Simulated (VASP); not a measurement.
# Ni (Im-3m) in VASP: settings compared, part 2 of 2

VASP 6.6.1. The steps go on from the part before.

**5. Equation of state, PBE, collinear spin, ferromagnetic start, 10.81 Å³/atom (volume scaled by 1.02)**

Contents of INCAR:

```
SYSTEM = Ni
ALGO = Normal ; EDIFF = 1E-7
ENCUT = 520 ; GGA = PE
ISIF = 2 ; ISMEAR = -1
ISPIN = 2 ; LASPH = .True.
LCHARG = .False. ; LMAXMIX = 4
LORBIT = 11 ; LREAL = .False.
LWAVE = .False. ; MAGMOM = 1
NBANDS = 15 ; NELM = 120
PREC = Accurate ; SIGMA = 0.05
```

Contents of KPOINTS:

```
k-points
0
Gamma
  13 13 13
  0 0 0
```

Contents of POSCAR:

```
Ni
1.0
   -1.3928794157      1.3928794157      1.3928794157
    1.3928794157     -1.3928794157      1.3928794157
    1.3928794157      1.3928794157     -1.3928794157
Ni
1
Direct
    0.0000000000      0.0000000000      0.0000000000
```

Started as:

```bash
$ cat potpaw_PBE.64/Ni/POTCAR > POTCAR
$ mpirun -np 1 vasp_std > vasp.out
```

Run time: 47 s. Hardware: 1 thread of Intel Xeon Platinum 8375C at 2.90GHz (Ice Lake), shared host; peak memory 0.13 GiB.

It converged, with:

```yaml
Free_energy: -5.3802 eV
Pressure: 3.4 GPa
Band_gap_on_the_k_mesh: none (metal or under the smearing width)
Net_moment: 0.58 μB per cell
Site_moments: Ni +0.59 μB
Valence_electrons_inside_the_program's_atomic_spheres: Ni 9.33
```

**6. Equation of state, PBE, collinear spin, ferromagnetic start, 11.02 Å³/atom (volume scaled by 1.04)**

Contents of INCAR:

```
PREC     = Accurate       # precision mode
ENCUT    = 520            # plane-wave cutoff, eV
EDIFF    = 1E-7           # SCF threshold, eV
ISMEAR   = -1             # smearing method
SIGMA    = 0.05           # smearing width, eV
LREAL    = F              # projectors in reciprocal space
LASPH    = T              # aspherical terms in the spheres
NELM     = 100            # most SCF steps
ALGO     = Normal         # electronic algorithm
ISIF     = 2              # what is computed and relaxed
LWAVE    = F              # write WAVECAR
LCHARG   = F              # write CHGCAR
ISPIN    = 2              # spin polarisation
MAGMOM   = 1              # initial moments
LORBIT   = 11             # projections on sites
LMAXMIX  = 4              # l up to which the mixer works
GGA      = PE             # functional
NBANDS   = 15             # bands
```

Contents of KPOINTS:

```
Automatic mesh
0
Gamma
  13 13 13
```

Contents of POSCAR:

```
Ni
1.0
   -1.4019243406      1.4019243406      1.4019243406
    1.4019243406     -1.4019243406      1.4019243406
    1.4019243406      1.4019243406     -1.4019243406
Ni
1
Direct
    0.0000000000      0.0000000000      0.0000000000
```

Potentials or basis: VASP PAW PBE potentials, release 64 (Ni).

Started as:

```bash
$ cat potpaw_PBE.64/Ni/POTCAR > POTCAR
$ mpirun -np 1 vasp_std > vasp.out
```

Run time: 28 s. Hardware: 1 thread of Intel Xeon Platinum 8375C at 2.90GHz (Ice Lake), shared host; peak memory 0.14 GiB.

It converged, with:

- Free energy: -5.3821 eV
- Pressure: -0.4 GPa
- Band gap on the k mesh: none (metal or under the smearing width)
- Net moment: 0.59 μB per cell
- Site moments: Ni +0.60 μB
- Valence electrons inside the program's atomic spheres: Ni 9.29

**7. Equation of state, PBE, collinear spin, ferromagnetic start, 11.23 Å³/atom (volume scaled by 1.06)**

Contents of INCAR:

```
SYSTEM = Ni
PREC = Accurate ; ENCUT = 520
EDIFF = 1E-7 ; ISMEAR = -1
SIGMA = 0.05 ; LREAL = .False.
LASPH = .True. ; NELM = 150
ALGO = Normal ; ISIF = 2
LWAVE = .False. ; LCHARG = .False.
ISPIN = 2 ; MAGMOM = 1
LORBIT = 11 ; LMAXMIX = 4
GGA = PE ; NBANDS = 15
```

Contents of KPOINTS:

```
Automatic mesh
0
Gamma
  13 13 13
  0 0 0
```

Contents of POSCAR:

```
Ni
1.0
   -1.4108540358      1.4108540358      1.4108540358
    1.4108540358     -1.4108540358      1.4108540358
    1.4108540358      1.4108540358     -1.4108540358
Ni
1
Direct
    0.0000000000      0.0000000000      0.0000000000
```

Started as:

```bash
$ cat potpaw_PBE.64/Ni/POTCAR > POTCAR
$ mpirun -np 1 vasp_std > vasp.out
```

Run time: 42 s. Hardware: 1 thread of Intel Xeon Platinum 8375C at 2.90GHz (Ice Lake), shared host; peak memory 0.13 GiB.

The run converged. Its results:

| Property | Result |
| --- | --- |
| Free energy | -5.3793 eV |
| Pressure | -3.8 GPa |
| Band gap on the k mesh | none (metal or under the smearing width) |
| Net moment | 0.60 μB per cell |
| Site moments | Ni +0.61 μB |
| Valence electrons inside the program's atomic spheres | Ni 9.26 |

**8. Equation of state, PBE, collinear spin, ferromagnetic start**

This step only gathers the single runs of the series.

What came out:

- Equilibrium volume: 11.00 Å³/atom
- Bulk modulus: 189 GPa
- Pressure derivative of the bulk modulus: 4.6

Energy against volume, from the lowest point:
```tsv
volume (Å³/atom)	energy (meV/atom)
9.962	69.27
10.174	42.17
10.385	22.37
10.597	9.18
10.809	1.94
11.021	0.00
11.233	2.81
```

**9. Equation of state, PBEsol, collinear spin, ferromagnetic start, 9.96 Å³/atom (volume scaled by 0.94)**

Contents of INCAR:

```
PREC     = Accurate       # precision mode
ENCUT    = 520            # plane-wave cutoff, eV
EDIFF    = 1E-7           # SCF threshold, eV
ISMEAR   = -1             # smearing method
SIGMA    = 0.05           # smearing width, eV
LREAL    = False          # projectors in reciprocal space
LASPH    = True           # aspherical terms in the spheres
NELM     = 120            # most SCF steps
ALGO     = Normal         # electronic algorithm
ISIF     = 2              # what is computed and relaxed
LWAVE    = False          # write WAVECAR
LCHARG   = False          # write CHGCAR
ISPIN    = 2              # spin polarisation
MAGMOM   = 1              # initial moments
LORBIT   = 11             # projections on sites
LMAXMIX  = 4              # l up to which the mixer works
GGA      = PS             # functional
NBANDS   = 15             # bands
```

Contents of KPOINTS:

```
Automatic mesh
0
Gamma
  13 13 13
```

Contents of POSCAR:

```
Ni
1.0
   -1.3554684528      1.3554684528      1.3554684528
    1.3554684528     -1.3554684528      1.3554684528
    1.3554684528      1.3554684528     -1.3554684528
Ni
1
Direct
    0.0000000000      0.0000000000      0.0000000000
```

Potentials or basis: VASP PAW PBE potentials, release 64 (Ni).

Started as:

```bash
$ cat potpaw_PBE.64/Ni/POTCAR > POTCAR
$ mpirun -np 1 vasp_std > vasp.out
```

It took 11 s on 1 thread of Intel Xeon 6975P-C (Granite Rapids), shared host; peak memory 0.13 GiB.

The run converged. Its results:

- Free energy: -6.0207 eV
- Pressure: 12.1 GPa
- Band gap on the k mesh: none (metal or under the smearing width)
- Net moment: 0.49 μB per cell
- Site moments: Ni +0.49 μB
- Valence electrons inside the program's atomic spheres: Ni 9.49

Caveat: the PAW data sets were made with another functional, which shifts forces and pressure a little.

**10. Equation of state, PBEsol, collinear spin, ferromagnetic start, 10.17 Å³/atom (volume scaled by 0.96)**

INCAR is that of step 9.

KPOINTS is that of step 9.

Contents of POSCAR:

```
Ni
1.0
   -1.3650143198      1.3650143198      1.3650143198
    1.3650143198     -1.3650143198      1.3650143198
    1.3650143198      1.3650143198     -1.3650143198
Ni
1
Direct
    0.0000000000      0.0000000000      0.0000000000
```

Started as:

```bash
$ cat potpaw_PBE.64/Ni/POTCAR > POTCAR
$ mpirun -np 1 vasp_std > vasp.out
```

Wall time 11 s (1 thread of Intel Xeon 6975P-C (Granite Rapids), shared host); peak memory 0.14 GiB.

The run converged. Its results:

| Property | Result |
| --- | --- |
| Free energy | -6.0331 eV |
| Pressure | 6.8 GPa |
| Band gap on the k mesh | none (metal or under the smearing width) |
| Net moment | 0.54 μB per cell |
| Site moments | Ni +0.54 μB |
| Valence electrons inside the program's atomic spheres | Ni 9.45 |

Caveat: the PAW data sets were made with another functional, which shifts forces and pressure a little.

**11. Equation of state, PBEsol, collinear spin, ferromagnetic start, 10.39 Å³/atom (volume scaled by 0.98)**

INCAR is that of step 10.

KPOINTS is that of step 10.

Contents of POSCAR:

```
Ni
1.0
   -1.3744285092      1.3744285092      1.3744285092
    1.3744285092     -1.3744285092      1.3744285092
    1.3744285092      1.3744285092     -1.3744285092
Ni
1
Direct
    0.0000000000      0.0000000000      0.0000000000
```

Started as:

```bash
$ cat potpaw_PBE.64/Ni/POTCAR > POTCAR
$ mpirun -np 1 vasp_std > vasp.out
```

Wall time 11 s (1 thread of Intel Xeon 6975P-C (Granite Rapids), shared host); peak memory 0.14 GiB.

It converged, with:

* Free energy: -6.0388 eV
* Pressure: 1.9 GPa
* Band gap on the k mesh: none (metal or under the smearing width)
* Net moment: 0.57 μB per cell
* Site moments: Ni +0.57 μB
* Valence electrons inside the program's atomic spheres: Ni 9.40

Caveat: the PAW data sets were made with another functional, which shifts forces and pressure a little.

**12. Equation of state, PBEsol, collinear spin, ferromagnetic start, 10.81 Å³/atom (volume scaled by 1.02)**

INCAR is that of step 11.

KPOINTS is that of step 11.

Contents of POSCAR:

```
Ni
1.0
   -1.3928794157      1.3928794157      1.3928794157
    1.3928794157     -1.3928794157      1.3928794157
    1.3928794157      1.3928794157     -1.3928794157
Ni
1
Direct
    0.0000000000      0.0000000000      0.0000000000
```

Potentials or basis: VASP PAW PBE potentials, release 64 (Ni).

Started as:

```bash
$ cat potpaw_PBE.64/Ni/POTCAR > POTCAR
$ mpirun -np 1 vasp_std > vasp.out
```

It took 13 s on 1 thread of Intel Xeon 6975P-C (Granite Rapids), shared host; peak memory 0.14 GiB.

Results (log left out):

```
Free energy                                           : -6.0325 eV
Pressure                                              : -6.3 GPa
Band gap on the k mesh                                : none (metal or under the smearing width)
Net moment                                            : 0.59 μB per cell
Site moments                                          : Ni +0.59 μB
Valence electrons inside the program's atomic spheres : Ni 9.33
```

Caveat: the PAW data sets were made with another functional, which shifts forces and pressure a little.

**13. Equation of state, PBEsol, collinear spin, ferromagnetic start, 11.02 Å³/atom (volume scaled by 1.04)**

INCAR is that of step 12.

KPOINTS is that of step 12.

Contents of POSCAR:

```
Ni
1.0
   -1.4019243406      1.4019243406      1.4019243406
    1.4019243406     -1.4019243406      1.4019243406
    1.4019243406      1.4019243406     -1.4019243406
Ni
1
Direct
    0.0000000000      0.0000000000      0.0000000000
```

Started as:

```bash
$ cat potpaw_PBE.64/Ni/POTCAR > POTCAR
$ mpirun -np 1 vasp_std > vasp.out
```

It took 12 s on 1 thread of Intel Xeon 6975P-C (Granite Rapids), shared host; peak memory 0.14 GiB.

The run converged. Its results:

* Free energy: -6.0218 eV
* Pressure: -9.9 GPa
* Band gap on the k mesh: none (metal or under the smearing width)
* Net moment: 0.60 μB per cell
* Site moments: Ni +0.60 μB
* Valence electrons inside the program's atomic spheres: Ni 9.29

Caveat: the PAW data sets were made with another functional, which shifts forces and pressure a little.

**14. Equation of state, PBEsol, collinear spin, ferromagnetic start, 11.23 Å³/atom (volume scaled by 1.06)**

INCAR is that of step 13.

KPOINTS is that of step 13.

Contents of POSCAR:

```
Ni
1.0
   -1.4108540358      1.4108540358      1.4108540358
    1.4108540358     -1.4108540358      1.4108540358
    1.4108540358      1.4108540358     -1.4108540358
Ni
1
Direct
    0.0000000000      0.0000000000      0.0000000000
```

Started as:

```bash
$ cat potpaw_PBE.64/Ni/POTCAR > POTCAR
$ mpirun -np 1 vasp_std > vasp.out
```

It took 12 s on 1 thread of Intel Xeon 6975P-C (Granite Rapids), shared host; peak memory 0.13 GiB.

The run converged. Its results:

```yaml
Free_energy: -6.0068 eV
Pressure: -12.9 GPa
Band_gap_on_the_k_mesh: none (metal or under the smearing width)
Net_moment: 0.60 μB per cell
Site_moments: Ni +0.61 μB
Valence_electrons_inside_the_program's_atomic_spheres: Ni 9.26
```

Caveat: the PAW data sets were made with another functional, which shifts forces and pressure a little.

**15. Equation of state, PBEsol, collinear spin, ferromagnetic start**

Potentials or basis: VASP PAW PBE potentials, release 64 (Ni).

No new run: the results of the series are fitted here.

What came out:

```yaml
Equilibrium_volume: 10.47 Å³/atom
Bulk_modulus: 216 GPa
Pressure_derivative_of_the_bulk_modulus: 4.5
```

Energy against volume, from the lowest point:
```csv
volume (Å³/atom),energy (meV/atom)
9.962,18.08
10.174,5.67
10.385,0.00
10.597,0.42
10.809,6.29
11.021,17.01
11.233,32.03
```

Caveat: the PAW data sets were made with another functional, which shifts forces and pressure a little.
